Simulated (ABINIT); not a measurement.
# MgB2 (P6/mmm) in ABINIT: single point with PBE

Aim: the single point of MgB2 with PBE.

Everything below comes from runs of ABINIT 10.8.3 (patched build). Logs are shortened: lines on timing, memory, paths and dates and some standing lists are left out, and cuts for length are marked. The log counts tension as positive stress, the text compression.

### Step 1. The structure

Symmetry: P6/mmm, No. 191, hexagonal system. Conventional cell: a = 3.085 Å, b = 3.085 Å, c = 3.523 Å, α = 90.00°, β = 90.00°, γ = 120.00°. Mg (site symmetry 6/mmm) is surrounded by 12 B at 2.51 Å. B (site symmetry -6m2) is surrounded by 3 B at 1.78 Å.

### Step 2. Single point, PBE

Input file run.abi:

```
pp_dirpath "./"
pseudos "Mg.upf, B.upf"

acell 3*1.0 Angstrom
rprim
     3.0850000000     0.0000000000     0.0000000000
    -1.5425000000     2.6716883707     0.0000000000
     0.0000000000     0.0000000000     3.5230000000
ntypat 2
znucl 12 5
natom 3
typat 1 2 2
xred
     0.0000000000     0.0000000000     0.0000000000
     0.6666666667     0.3333333333     0.5000000000
     0.3333333333     0.6666666667     0.5000000000

ecut 1088.455450 eV

kptopt 1
ngkpt 8 8 6
nshiftk 1
shiftk 0.0 0.0 0.0

ixc 11

nband 12
occopt 3
tsmear 0.05 eV

nstep 100
tolvrs 1.0e-10

iomode 3
prtwf 0
prtden 0
prteig 0
prtebands 0
enunit 1
```

Potentials or basis: PseudoDojo NC SR PBE v0.4.1 standard.

Run with:

```
> mpirun --bind-to none -np 4 abinit run.abi > log 2>&1
```

run.abo:

```text
.Version 10.8.3 of ABINIT
 Symmetries : space group P6/m m m (#191); Bravais hP (primitive hexag.)
================================================================================
 Values of the parameters that define the memory need of the present run
     intxc =       0    ionmov =       0      iscf =       7    lmnmax =       4
     lnmax =       4     mgfft =      40  mpssoang =       2    mqgrid =    3001
     natom =       3  nloc_mem =       1    nspden =       1   nspinor =       1
    nsppol =       1      nsym =      24    n1xccc =    2501    ntypat =       2
    occopt =       3   xclevel =       2
       mpw =        2394          nfft =       51840          nkpt =          40
================================================================================
================================================================================

--------------------------------------------------------------------------------
------------- Echo of variables that govern the present computation ------------
--------------------------------------------------------------------------------
 -outvars: echo values of preprocessed input variables --------
            acell      1.8897261259E+00  1.8897261259E+00  1.8897261259E+00 Bohr
              amu      2.43050000E+01  1.08110000E+01
             ecut      4.00000000E+01 Hartree
           enunit           1
              ixc          11
         kptrlatt        8    0    0      0    8    0      0    0    6
          kptrlen      3.99450308E+01
            natom           3
            nband          12
            ngfft          36      36      40
             nkpt          40
            nstep         100
             nsym          24
           ntypat           2
           occopt           3
           prtden           0
        prtebands           0
           prteig           0
            prtwf           0
            rprim      3.0850000000E+00  0.0000000000E+00  0.0000000000E+00
                      -1.5425000000E+00  2.6716883707E+00  0.0000000000E+00
                       0.0000000000E+00  0.0000000000E+00  3.5230000000E+00
          spgroup         191
           tolvrs      1.00000000E-10
           tsmear      1.83746611E-03 Hartree
            typat      1  2  2
           xangst      0.0000000000E+00  0.0000000000E+00  0.0000000000E+00
                       1.5425000000E+00  8.9056279023E-01  1.7615000000E+00
                      -7.9179547778E-18  1.7811255805E+00  1.7615000000E+00
            xcart      0.0000000000E+00  0.0000000000E+00  0.0000000000E+00
                       2.9149025492E+00  1.6829197715E+00  3.3287525708E+00
                      -1.4962766007E-17  3.3658395429E+00  3.3287525708E+00
             xred      0.0000000000E+00  0.0000000000E+00  0.0000000000E+00
                       6.6666666667E-01  3.3333333333E-01  5.0000000000E-01
                       3.3333333333E-01  6.6666666667E-01  5.0000000000E-01
            znucl       12.00000    5.00000

================================================================================

 chkinp: Checking input parameters for consistency.
[... 105 lines left out ...]
 reduced coordinates (array xred) for    3 atoms
       0.000000000000      0.000000000000      0.000000000000
       0.666666666667      0.333333333333      0.500000000000
       0.333333333333      0.666666666667      0.500000000000
 rms dE/dt=  0.0000E+00; max dE/dt=  0.0000E+00; dE/dt below (all hartree)
    1       0.000000000000      0.000000000000      0.000000000000
    2       0.000000000000      0.000000000000      0.000000000000
    3       0.000000000000      0.000000000000      0.000000000000

 cartesian coordinates (angstrom) at end:
    1      0.00000000000000     0.00000000000000     0.00000000000000
    2      1.54250000000000     0.89056279023333     1.76150000000000
    3     -0.00000000000000     1.78112558046667     1.76150000000000

 cartesian forces (hartree/bohr) at end:
    1     -0.00000000000000    -0.00000000000000    -0.00000000000000
    2     -0.00000000000000    -0.00000000000000    -0.00000000000000
    3     -0.00000000000000    -0.00000000000000    -0.00000000000000
 frms,max,avg= 0.0000000E+00 0.0000000E+00   0.000E+00  0.000E+00  0.000E+00 h/b

 cartesian forces (eV/Angstrom) at end:
    1     -0.00000000000000    -0.00000000000000    -0.00000000000000
    2     -0.00000000000000    -0.00000000000000    -0.00000000000000
    3     -0.00000000000000    -0.00000000000000    -0.00000000000000
 frms,max,avg= 0.0000000E+00 0.0000000E+00   0.000E+00  0.000E+00  0.000E+00 e/A
 length scales=  1.889726125908  1.889726125908  1.889726125908 bohr
              =  1.000000000000  1.000000000000  1.000000000000 angstroms
 Fermi (or HOMO) energy (eV) =   6.95898   Average Vxc (eV)= -11.13068
 Eigenvalues (   eV  ) for nkpt=  40  k points:
 kpt#   1, nband= 12, wtk=  0.00260, kpt=  0.0000  0.0000  0.0000 (reduced coord)
 -68.29248  -35.07143  -35.07143  -35.05448   -5.45987    4.02207    7.31011    7.31011
   8.62670   13.26264   13.26264   15.02602
 prteigrs : prtvol=0 or 1, do not print more k-points.

--- !EnergyTerms
iteration_state     : {dtset: 1, }
comment             : Components of total free energy in Hartree
kinetic             :  3.80769983617031E+01
hartree             :  2.03476479860183E+01
xc                  : -1.04196926659315E+01
Ewald energy        : -3.69279619836075E+01
psp_core            :  1.30691650997227E+00
local_psp           : -5.96628692981786E+01
non_local_psp       : -1.80123784728380E+01
internal            : -6.52913395628620E+01
'-kT*entropy'       : -3.69907889123670E-04
total_energy        : -6.52917094707511E+01
total_energy_eV     : -1.77667792506898E+03
band_energy         : -1.21533737616666E+01
...

 Cartesian components of stress tensor (hartree/bohr^3)
  sigma(1 1)=  3.08432245E-05  sigma(3 2)=  0.00000000E+00
  sigma(2 2)=  3.08432244E-05  sigma(3 1)=  0.00000000E+00
  sigma(3 3)=  4.41506471E-05  sigma(2 1)=  0.00000000E+00

-Cartesian components of stress tensor (GPa)         [Pressure= -1.0379E+00 GPa]
- sigma(1 1)=  9.07438995E-01  sigma(3 2)=  0.00000000E+00
- sigma(2 2)=  9.07438991E-01  sigma(3 1)=  0.00000000E+00
- sigma(3 3)=  1.29895688E+00  sigma(2 1)=  0.00000000E+00

== END DATASET(S) ==============================================================
================================================================================

 -outvars: echo values of variables after computation  --------
            acell      1.8897261259E+00  1.8897261259E+00  1.8897261259E+00 Bohr
           etotal     -6.5291709471E+01
            fcart     -0.0000000000E+00 -0.0000000000E+00 -0.0000000000E+00
                      -0.0000000000E+00 -0.0000000000E+00 -0.0000000000E+00
                      -0.0000000000E+00 -0.0000000000E+00 -0.0000000000E+00
            rprim      3.0850000000E+00  0.0000000000E+00  0.0000000000E+00
                      -1.5425000000E+00  2.6716883707E+00  0.0000000000E+00
                       0.0000000000E+00  0.0000000000E+00  3.5230000000E+00
           strten      3.0843224533E-05  3.0843224408E-05  4.4150647114E-05
                       0.0000000000E+00  0.0000000000E+00  0.0000000000E+00
           xangst      0.0000000000E+00  0.0000000000E+00  0.0000000000E+00
                       1.5425000000E+00  8.9056279023E-01  1.7615000000E+00
                      -7.9179547778E-18  1.7811255805E+00  1.7615000000E+00
             xred      0.0000000000E+00  0.0000000000E+00  0.0000000000E+00
                       6.6666666667E-01  3.3333333333E-01  5.0000000000E-01
                       3.3333333333E-01  6.6666666667E-01  5.0000000000E-01
 Calculation completed.
```

Wall time 8.7 s (4 MPI ranks of Arm Neoverse V1, shared host); peak memory 0.28 GiB.

What came out:

```
Free energy                                           : -1776.6779 eV
Pressure                                              : -1.0 GPa
Band gap on the k mesh                                : none (metal or under the smearing width)
Valence electrons inside the program's atomic spheres : Mg 8.36; B 2.65
```

Levels at points of the mesh, in eV from the Fermi level:
```csv
k point,band 4,band 5,band 6,band 7,band 8,band 9,band 10,band 11,band 12
"(0.00, 0.00, 0.00)",-42.01,-12.42,-2.94,0.35,0.35,1.67,6.30,6.30,8.07
"(0.50, 0.00, 0.00)",-42.01,-8.53,-7.83,-2.19,0.22,3.07,3.90,5.32,7.09
"(0.00, 0.00, 0.50)",-42.02,-11.13,-7.43,0.72,0.72,6.66,6.66,7.92,9.83
"(0.50, 0.00, 0.50)",-42.01,-7.56,-6.92,-3.56,-1.89,-1.29,5.70,8.76,8.91
```
